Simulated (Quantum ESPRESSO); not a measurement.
# SnSe (Fm-3m) in Quantum ESPRESSO: notebook

Aim: see how the results for SnSe move with the level of theory and the settings. Levels: LDA, PBEsol, PBE. Tasks: band structure.

All numbers are computed with Quantum ESPRESSO 7.5; they aren't measurements. Logs are shortened: lines on timing, memory, paths and dates and some standing lists are left out, and cuts for length are marked.

## Step 1: The crystal as given

It takes space group Fm-3m (No. 225, cubic). Conventional cell: a = 6.020 Å, b = 6.020 Å, c = 6.020 Å, α = 90.00°, β = 90.00°, γ = 90.00°. Sn (site symmetry m-3m) has 6 Se at 3.01 Å as nearest neighbours. Se (site symmetry m-3m) is surrounded by 6 Sn at 3.01 Å.

Measurements of this composition are mostly on another form, of space group No. 62.

## Step 2: Band structure, LDA

Input file pw.in:

```
&CONTROL
  calculation = 'scf'
  prefix = 'pwscf'
  outdir = './tmp'
  pseudo_dir = './pseudo'
  tprnfor = .true.
  tstress = .true.
  disk_io = 'low'
/
&SYSTEM
  ibrav = 0
  nat = 2
  ntyp = 2
  ecutwfc = 70
  nbnd = 16
  input_dft = 'pz'
  occupations = 'smearing'
  smearing = 'fd'
  degauss = 0.00367493
/
&ELECTRONS
  conv_thr = 4d-10
  electron_maxstep = 120
  mixing_beta = 0.5
/
ATOMIC_SPECIES
Sn   118.7100 Sn_ONCV_PBE-1.2.upf
Se    78.9710 Se_ONCV_PBE-1.2.upf
CELL_PARAMETERS angstrom
   0.0000000000    3.0100000000    3.0100000000
   3.0100000000    0.0000000000    3.0100000000
   3.0100000000    3.0100000000    0.0000000000
ATOMIC_POSITIONS angstrom
Sn     0.0000000000    0.0000000000    0.0000000000
Se     3.0100000000    3.0100000000    3.0100000000
K_POINTS automatic
8 8 8 0 0 0
```

Input file bands.in:

```
&CONTROL
  calculation = 'bands'
  prefix = 'pwscf'
  outdir = './tmp'
  pseudo_dir = './pseudo'
  disk_io = 'low'
  verbosity = 'high'
/
&SYSTEM
  ibrav = 0
  nat = 2
  ntyp = 2
  ecutwfc = 70
  nbnd = 16
  input_dft = 'pz'
  occupations = 'smearing'
  smearing = 'fd'
  degauss = 0.00367493
/
&ELECTRONS
  conv_thr = 1d-08
  electron_maxstep = 120
  mixing_beta = 0.5
  diago_full_acc = .true.
  startingwfc = 'random'
/
ATOMIC_SPECIES
Sn   118.7100 Sn_ONCV_PBE-1.2.upf
Se    78.9710 Se_ONCV_PBE-1.2.upf
CELL_PARAMETERS angstrom
   0.0000000000    3.0100000000    3.0100000000
   3.0100000000    0.0000000000    3.0100000000
   3.0100000000    3.0100000000    0.0000000000
ATOMIC_POSITIONS angstrom
Sn     0.0000000000    0.0000000000    0.0000000000
Se     3.0100000000    3.0100000000    3.0100000000
K_POINTS crystal
60
 0.0000000000  0.0000000000  0.0000000000 1
 0.0625000000  0.0000000000  0.0625000000 1
 0.1250000000  0.0000000000  0.1250000000 1
 0.1875000000  0.0000000000  0.1875000000 1
 0.2500000000  0.0000000000  0.2500000000 1
 0.3125000000  0.0000000000  0.3125000000 1
 0.3750000000  0.0000000000  0.3750000000 1
 0.4375000000  0.0000000000  0.4375000000 1
 0.5000000000  0.0000000000  0.5000000000 1
 0.5000000000  0.0625000000  0.5625000000 1
 0.5000000000  0.1250000000  0.6250000000 1
 0.5000000000  0.1875000000  0.6875000000 1
 0.5000000000  0.2500000000  0.7500000000 1
 0.4375000000  0.3125000000  0.7500000000 1
 0.3750000000  0.3750000000  0.7500000000 1
 0.3375000000  0.3375000000  0.6750000000 1
 0.3000000000  0.3000000000  0.6000000000 1
 0.2625000000  0.2625000000  0.5250000000 1
 0.2250000000  0.2250000000  0.4500000000 1
 0.1875000000  0.1875000000  0.3750000000 1
 0.1500000000  0.1500000000  0.3000000000 1
 0.1125000000  0.1125000000  0.2250000000 1
 0.0750000000  0.0750000000  0.1500000000 1
 0.0375000000  0.0375000000  0.0750000000 1
 0.0000000000  0.0000000000  0.0000000000 1
 0.0625000000  0.0625000000  0.0625000000 1
 0.1250000000  0.1250000000  0.1250000000 1
 0.1875000000  0.1875000000  0.1875000000 1
 0.2500000000  0.2500000000  0.2500000000 1
 0.3125000000  0.3125000000  0.3125000000 1
 0.3750000000  0.3750000000  0.3750000000 1
 0.4375000000  0.4375000000  0.4375000000 1
 0.5000000000  0.5000000000  0.5000000000 1
 0.5250000000  0.4500000000  0.5250000000 1
 0.5500000000  0.4000000000  0.5500000000 1
 0.5750000000  0.3500000000  0.5750000000 1
 0.6000000000  0.3000000000  0.6000000000 1
 0.6250000000  0.2500000000  0.6250000000 1
 0.5833333333  0.2500000000  0.6666666667 1
 0.5416666667  0.2500000000  0.7083333333 1
 0.5000000000  0.2500000000  0.7500000000 1
 0.5000000000  0.2857142857  0.7142857143 1
 0.5000000000  0.3214285714  0.6785714286 1
 0.5000000000  0.3571428571  0.6428571429 1
 0.5000000000  0.3928571429  0.6071428571 1
 0.5000000000  0.4285714286  0.5714285714 1
 0.5000000000  0.4642857143  0.5357142857 1
 0.5000000000  0.5000000000  0.5000000000 1
 0.4821428571  0.4821428571  0.5357142857 1
 0.4642857143  0.4642857143  0.5714285714 1
 0.4464285714  0.4464285714  0.6071428571 1
 0.4285714286  0.4285714286  0.6428571429 1
 0.4107142857  0.4107142857  0.6785714286 1
 0.3928571429  0.3928571429  0.7142857143 1
 0.3750000000  0.3750000000  0.7500000000 1
 0.6250000000  0.2500000000  0.6250000000 1
 0.5937500000  0.1875000000  0.5937500000 1
 0.5625000000  0.1250000000  0.5625000000 1
 0.5312500000  0.0625000000  0.5312500000 1
 0.5000000000  0.0000000000  0.5000000000 1
```

Potentials or basis: SG15 PBE 1.2.

The run is started by

```bash
OMP_NUM_THREADS=1 pw.x -in pw.in > pw.out
OMP_NUM_THREADS=1 pw.x -in bands.in > bands.out
```

pw.out:

```text
This program is part of the open-source Quantum ESPRESSO suite
     for quantum simulation of materials; please cite
         "P. Giannozzi et al., J. Phys.:Condens. Matter 21 395502 (2009);
         "P. Giannozzi et al., J. Phys.:Condens. Matter 29 465901 (2017);
         "P. Giannozzi et al., J. Chem. Phys. 152 154105 (2020);
     in publications or presentations arising from this work. More details at

     IMPORTANT: XC functional enforced from input :
     Exchange-correlation= PZ
                           (   1   1   0   0   0   0   0)
     Any further DFT definition will be discarded
     Please, verify this is what you really want

     Message from routine setup:
     using ibrav=0 with symmetry is DISCOURAGED, use correct ibrav instead

     G-vector sticks info
     --------------------
     sticks:   dense  smooth     PW     G-vecs:    dense   smooth      PW
     Sum        1261    1261    367                29123    29123    4645

     Using Slab Decomposition

     bravais-lattice index     =            0
     lattice parameter (alat)  =       8.0442  a.u.
     unit-cell volume          =     368.0663 (a.u.)^3
     number of atoms/cell      =            2
     number of atomic types    =            2
     number of electrons       =        20.00
     number of Kohn-Sham states=           16
     kinetic-energy cutoff     =      70.0000  Ry
     charge density cutoff     =     280.0000  Ry
     scf convergence threshold =      4.0E-10
     mixing beta               =       0.5000
     number of iterations used =            8  plain     mixing
     Exchange-correlation= PZ
                           (   1   1   0   0   0   0   0)

     celldm(1)=   8.044154  celldm(2)=   0.000000  celldm(3)=   0.000000
     celldm(4)=   0.000000  celldm(5)=   0.000000  celldm(6)=   0.000000

     crystal axes: (cart. coord. in units of alat)
               a(1) = (   0.000000   0.707107   0.707107 )
               a(2) = (   0.707107   0.000000   0.707107 )
               a(3) = (   0.707107   0.707107   0.000000 )

     reciprocal axes: (cart. coord. in units 2 pi/alat)
               b(1) = ( -0.707107  0.707107  0.707107 )
               b(2) = (  0.707107 -0.707107  0.707107 )
               b(3) = (  0.707107  0.707107 -0.707107 )

     PseudoPot. # 1 for Sn read from file:
     Sn_ONCV_PBE-1.2.upf
     Pseudo is Norm-conserving, Zval = 14.0
     Generated using ONCVPSP code by D. R. Hamann
     Using radial grid of  602 points,  6 beta functions with:
                l(1) =   0
                l(2) =   0
                l(3) =   1
                l(4) =   1
                l(5) =   2
                l(6) =   2

     PseudoPot. # 2 for Se read from file:
     Se_ONCV_PBE-1.2.upf
     Pseudo is Norm-conserving, Zval =  6.0
     Generated using ONCVPSP code by D. R. Hamann
     Using radial grid of  602 points,  6 beta functions with:
                l(1) =   0
                l(2) =   0
                l(3) =   1
                l(4) =   1
                l(5) =   2
                l(6) =   2

     atomic species   valence    mass     pseudopotential
     Sn               14.00   118.71000     Sn( 1.00)
     Se                6.00    78.97100     Se( 1.00)

     48 Sym. Ops., with inversion, found

   Cartesian axes

     site n.     atom                  positions (alat units)
         1        Sn     tau(   1) = (   0.0000000   0.0000000   0.0000000  )
         2        Se     tau(   2) = (   0.7071068   0.7071068   0.7071068  )

     number of k points=    29  Fermi-Dirac smearing, width (Ry)=  0.0037
                       cart. coord. in units 2pi/alat
        k(    1) = (   0.0000000   0.0000000   0.0000000), wk =   0.0039062
        k(    2) = (   0.0883883   0.0883883  -0.0883883), wk =   0.0312500
        k(    3) = (   0.1767767   0.1767767  -0.1767767), wk =   0.0312500
        k(    4) = (   0.2651650   0.2651650  -0.2651650), wk =   0.0312500
        k(    5) = (  -0.3535534  -0.3535534   0.3535534), wk =   0.0156250
[... 51 lines left out ...]
     6.9310   7.8189  10.8293  11.1172  12.6506  14.7013  15.0246  16.2473

          k = 0.3536 0.0000 0.0000 (  3615 PWs)   bands (ev):

   -12.3224 -12.3100 -12.3050 -12.2968 -12.2968  -4.5007   2.2923   5.8026
     5.8026   7.0817  10.8267  12.6120  13.1690  13.1690  17.7029  17.8492

          k = 0.4419 0.0884-0.0884 (  3626 PWs)   bands (ev):

   -12.3275 -12.3097 -12.3056 -12.2938 -12.2925  -4.2137   1.8690   5.4344
     5.6528   6.3163  11.6533  12.4336  12.8357  13.4139  18.6855  18.6932

          k =-0.1768-0.5303 0.5303 (  3637 PWs)   bands (ev):

   -12.3285 -12.3085 -12.3060 -12.2936 -12.2905  -3.9545   1.3804   4.7423
     5.7952   6.5891  11.4414  11.9662  13.0390  14.0801  18.5954  19.4900

          k =-0.0884-0.4419 0.4419 (  3645 PWs)   bands (ev):

   -12.3251 -12.3115 -12.3008 -12.2963 -12.2924  -3.9169   1.1889   4.4501
     6.2069   7.2393  10.7969  11.0840  13.2763  15.6979  17.1404  17.6721

          k = 0.0000-0.3536 0.3536 (  3635 PWs)   bands (ev):

   -12.3193 -12.3137 -12.3011 -12.2963 -12.2963  -4.1347   1.3320   4.7873
     6.7508   8.1527   9.9149  10.3983  13.0008  16.1605  16.4088  17.9232

          k = 0.5303-0.0000 0.0000 (  3623 PWs)   bands (ev):

   -12.3354 -12.3126 -12.3020 -12.2899 -12.2899  -4.0234   2.1637   4.7319
     5.3200   5.3200  11.9261  13.2758  13.7432  13.7432  18.6019  19.8219

          k =-0.0884-0.6187 0.6187 (  3637 PWs)   bands (ev):

   -12.3376 -12.3115 -12.3028 -12.2890 -12.2882  -3.8468   2.1253   3.7857
     5.3086   5.5796  12.0470  13.3840  13.5248  14.2761  19.7568  19.9307

          k = 0.0000-0.5303 0.5303 (  3644 PWs)   bands (ev):

   -12.3330 -12.3065 -12.3064 -12.2920 -12.2896  -3.8015   1.6966   3.6785
     5.6238   6.2777  11.9724  12.3134  13.9545  14.0969  18.5497  18.7163

          k =-0.7071 0.0000 0.0000 (  3612 PWs)   bands (ev):

   -12.3416 -12.3137 -12.3008 -12.2869 -12.2869  -3.7982   2.6874   3.2647
     5.1378   5.1378  11.6947  14.0654  14.0654  14.7306  19.2219  20.2940

          k = 0.3536 0.1768 0.0000 (  3638 PWs)   bands (ev):

   -12.3204 -12.3092 -12.3070 -12.2971 -12.2956  -4.3959   1.8385   5.4614
     6.4095   7.6463  10.3219  11.5169  12.6433  14.1213  17.1619  18.1565

          k =-0.2652-0.4419 0.6187 (  3637 PWs)   bands (ev):

   -12.3232 -12.3114 -12.3040 -12.2955 -12.2927  -4.0826   1.3194   5.0788
     5.9281   7.7970  10.0444  11.5699  12.7462  14.8055  17.9111  18.4116

          k =-0.1768-0.3536 0.5303 (  3642 PWs)   bands (ev):
[... 6 lines left out ...]
   -12.3316 -12.3090 -12.3057 -12.2921 -12.2900  -3.9743   1.7676   4.6989
     4.9525   6.5848  11.7149  12.4692  13.1956  14.2237  18.8653  19.3444

          k =-0.0884-0.4419 0.6187 (  3640 PWs)   bands (ev):

   -12.3310 -12.3080 -12.3047 -12.2953 -12.2885  -3.8231   1.6084   4.0929
     4.7930   7.3469  10.7571  12.8759  13.6602  14.7445  17.0955  20.4031

          k = 0.0000-0.3536 0.5303 (  3644 PWs)   bands (ev):

   -12.3272 -12.3103 -12.3003 -12.2988 -12.2901  -3.8722   1.4172   4.2426
     5.1690   7.9634   9.9589  12.5418  13.3859  15.9113  16.0413  19.1563

          k =-0.7071 0.1768-0.0000 (  3634 PWs)   bands (ev):

   -12.3371 -12.3099 -12.3038 -12.2910 -12.2869  -3.7832   2.1522   3.4725
     4.7627   6.3472  12.2286  12.3337  14.3877  14.4610  18.4952  19.7960

          k =-0.7071 0.3536 0.0000 (  3676 PWs)   bands (ev):

   -12.3314 -12.3081 -12.3005 -12.3005 -12.2869  -3.7677   1.7919   4.0423
     4.0423   8.0296  10.1318  13.5149  13.5149  15.9069  15.9069  20.0050

     the Fermi energy is     8.9850 ev

!    total energy              =    -139.32646218 Ry
     estimated scf accuracy    <          5.2E-11 Ry
     smearing contrib. (-TS)   =      -0.00000317 Ry
     internal energy E=F+TS    =    -139.32645901 Ry

     The total energy is F=E-TS. E is the sum of the following terms:
     one-electron contribution =     -40.00070035 Ry
     hartree contribution      =      28.72875325 Ry
     xc contribution           =     -18.46005450 Ry
     ewald contribution        =    -109.59445741 Ry

     convergence has been achieved in   8 iterations

     Forces acting on atoms (cartesian axes, Ry/au):

     atom    1 type  1   force =     0.00000000   -0.00000000   -0.00000000
     atom    2 type  2   force =    -0.00000000   -0.00000000    0.00000000

     Total force =     0.000000     Total SCF correction =     0.000000

     Computing stress (Cartesian axis) and pressure

          total   stress  (Ry/bohr**3)                   (kbar)     P=      -33.08
  -0.00022490   0.00000000  -0.00000000          -33.08        0.00       -0.00
   0.00000000  -0.00022490  -0.00000000            0.00      -33.08       -0.00
  -0.00000000   0.00000000  -0.00022490           -0.00        0.00      -33.08

=------------------------------------------------------------------------------=
   JOB DONE.
=------------------------------------------------------------------------------=
```

Run time: 85 s. Hardware: 1 thread of Arm Neoverse V1, shared host; peak memory 0.09 GiB.

Results:

| Item | Value |
| --- | --- |
| Free energy | -1895.6331 eV |
| Pressure | -3.3 GPa |
| Band gap along the path | 0.11 eV, direct |

Levels at the corners of the path, in eV from the valence-band top:
```
point  band 8  band 9  band 10  band 11  band 12  band 13
    Γ   -2.19   -2.19    -2.19     4.16     4.16     4.16
    X   -5.55   -3.68    -3.68     2.88     5.25     5.25
    W   -4.78   -4.78    -0.79     1.31     4.70     4.70
    K   -5.14   -3.19    -2.54     3.15     3.49     5.14
    Γ   -2.19   -2.19    -2.19     4.16     4.16     4.16
    L   -1.92   -1.92    -0.18     0.58     1.07     1.07
    U   -5.14   -3.19    -2.54     3.15     3.49     5.14
    W   -4.78   -4.78    -0.79     1.31     4.70     4.70
    L   -1.92   -1.92    -0.18     0.58     1.07     1.07
    K   -5.14   -3.19    -2.54     3.15     3.49     5.14
    U   -5.14   -3.19    -2.54     3.15     3.49     5.14
    X   -5.55   -3.68    -3.68     2.88     5.25     5.25
```

Caveat: the potentials were made for another functional, which shifts forces and pressure; spin-orbit coupling is left out, which moves the levels of the heavy elements.

## Step 3: Band structure, PBEsol

pw.in: that of step 2 with these lines changed.

```diff
@@ -15,3 +15,3 @@
   nbnd = 16
-  input_dft = 'pz'
+  input_dft = 'pbesol'
   occupations = 'smearing'
```

bands.in: that of step 2 with these lines changed.

```diff
@@ -14,3 +14,3 @@
   nbnd = 16
-  input_dft = 'pz'
+  input_dft = 'pbesol'
   occupations = 'smearing'
```

Potentials or basis: SG15 PBE 1.2.

The run is started by

```bash
OMP_NUM_THREADS=1 pw.x -in pw.in > pw.out
OMP_NUM_THREADS=1 pw.x -in bands.in > bands.out
```

Run time: 85 s. Hardware: 1 thread of Arm Neoverse V1, shared host; peak memory 0.09 GiB.

It converged, with:

```
Free energy             : -1896.4908 eV
Pressure                : -1.8 GPa
Band gap along the path : 0.12 eV, direct
```

Levels at the corners of the path, in eV from the valence-band top:
```
point  band 6  band 7  band 8  band 9  band 10  band 11  band 12  band 13  band 14  band 15
    Γ  -13.91   -5.12   -2.22   -2.22    -2.22     4.23     4.23     4.23     5.71     5.71
    X  -12.67   -6.07   -5.57   -3.70    -3.70     2.83     5.29     5.29     5.92    10.38
    W  -12.64   -6.98   -4.80   -4.80    -0.83     1.37     4.67     4.67     7.11     7.11
    K  -12.68   -7.08   -5.16   -3.22    -2.54     3.15     3.53     5.13     5.27     9.73
    Γ  -13.91   -5.12   -2.22   -2.22    -2.22     4.23     4.23     4.23     5.71     5.71
    L  -12.96   -8.13   -1.98   -1.98    -0.16     0.56     1.13     1.13     8.06    10.04
    U  -12.68   -7.08   -5.16   -3.22    -2.54     3.15     3.53     5.13     5.27     9.73
    W  -12.64   -6.98   -4.80   -4.80    -0.83     1.37     4.67     4.67     7.11     7.11
    L  -12.96   -8.13   -1.98   -1.98    -0.16     0.56     1.13     1.13     8.06    10.04
    K  -12.68   -7.08   -5.16   -3.22    -2.54     3.15     3.53     5.13     5.27     9.73
    U  -12.68   -7.08   -5.16   -3.22    -2.54     3.15     3.53     5.13     5.27     9.73
    X  -12.67   -6.07   -5.57   -3.70    -3.70     2.83     5.29     5.29     5.92    10.38
```

Caveat: the potentials were made for another functional, which shifts forces and pressure; spin-orbit coupling is left out, which moves the levels of the heavy elements.

## Step 4: Band structure, PBE

pw.in: that of step 3 with these lines changed.

```diff
@@ -15,3 +15,2 @@
   nbnd = 16
-  input_dft = 'pbesol'
   occupations = 'smearing'
```

bands.in: that of step 3 with these lines changed.

```diff
@@ -14,3 +14,2 @@
   nbnd = 16
-  input_dft = 'pbesol'
   occupations = 'smearing'
```

The run is started by

```bash
OMP_NUM_THREADS=1 pw.x -in pw.in > pw.out
OMP_NUM_THREADS=1 pw.x -in bands.in > bands.out
```

Run time: 85 s. Hardware: 1 thread of Arm Neoverse V1, shared host; peak memory 0.09 GiB.

Results (log left out):

```
Free energy             : -1899.6405 eV
Pressure                : 0.9 GPa
Band gap along the path : 0.17 eV, direct
```

Levels at the corners of the path, in eV from the valence-band top:
| point | band 6 | band 7 | band 8 | band 9 | band 10 | band 11 | band 12 | band 13 | band 14 | band 15 |
| --- | --- | --- | --- | --- | --- | --- | --- | --- | --- | --- |
| Γ | -13.96 | -5.16 | -2.27 | -2.27 | -2.27 | 4.23 | 4.23 | 4.23 | 5.78 | 5.78 |
| X | -12.76 | -6.10 | -5.56 | -3.72 | -3.72 | 2.94 | 5.26 | 5.26 | 5.88 | 10.38 |
| W | -12.73 | -7.00 | -4.79 | -4.79 | -0.90 | 1.40 | 4.69 | 4.69 | 7.14 | 7.14 |
| K | -12.76 | -7.09 | -5.15 | -3.25 | -2.56 | 3.15 | 3.52 | 5.20 | 5.26 | 9.80 |
| Γ | -13.96 | -5.16 | -2.27 | -2.27 | -2.27 | 4.23 | 4.23 | 4.23 | 5.78 | 5.78 |
| L | -13.03 | -8.13 | -2.03 | -2.03 | -0.10 | 0.49 | 1.16 | 1.16 | 8.16 | 10.10 |
| U | -12.76 | -7.09 | -5.15 | -3.25 | -2.56 | 3.15 | 3.52 | 5.20 | 5.26 | 9.80 |
| W | -12.73 | -7.00 | -4.79 | -4.79 | -0.90 | 1.40 | 4.69 | 4.69 | 7.14 | 7.14 |
| L | -13.03 | -8.13 | -2.03 | -2.03 | -0.10 | 0.49 | 1.16 | 1.16 | 8.16 | 10.10 |
| K | -12.76 | -7.09 | -5.15 | -3.25 | -2.56 | 3.15 | 3.52 | 5.20 | 5.26 | 9.80 |
| U | -12.76 | -7.09 | -5.15 | -3.25 | -2.56 | 3.15 | 3.52 | 5.20 | 5.26 | 9.80 |
| X | -12.76 | -6.10 | -5.56 | -3.72 | -3.72 | 2.94 | 5.26 | 5.26 | 5.88 | 10.38 |

Caveat: spin-orbit coupling is left out, which moves the levels of the heavy elements.

## Step 5: The runs side by side

| level | form of the LDA correlation | pressure (GPa) |
| --- | --- | --- |
| LDA | PZ81 | -3.3 |
| PBEsol | - | -1.8 |
| PBE | - | 0.9 |

Alike in all rows: task band structure; potentials or basis SG15 PBE 1.2; no spin polarisation; cell as given; k mesh 8 × 8 × 8; cutoff (eV) 952; smearing fermi-dirac 0.05 eV.

The pressure there spans -3.3 GPa (LDA) to 0.9 GPa (PBE); a positive pressure means that this level wants a larger cell, a negative one a smaller.

Caveats: spin-orbit coupling is left out, which moves the levels of the heavy elements; the potentials were made for another functional, which shifts forces and pressure (some runs).

Total energies depend on the potentials used, so only differences within one code and one set of settings carry meaning.
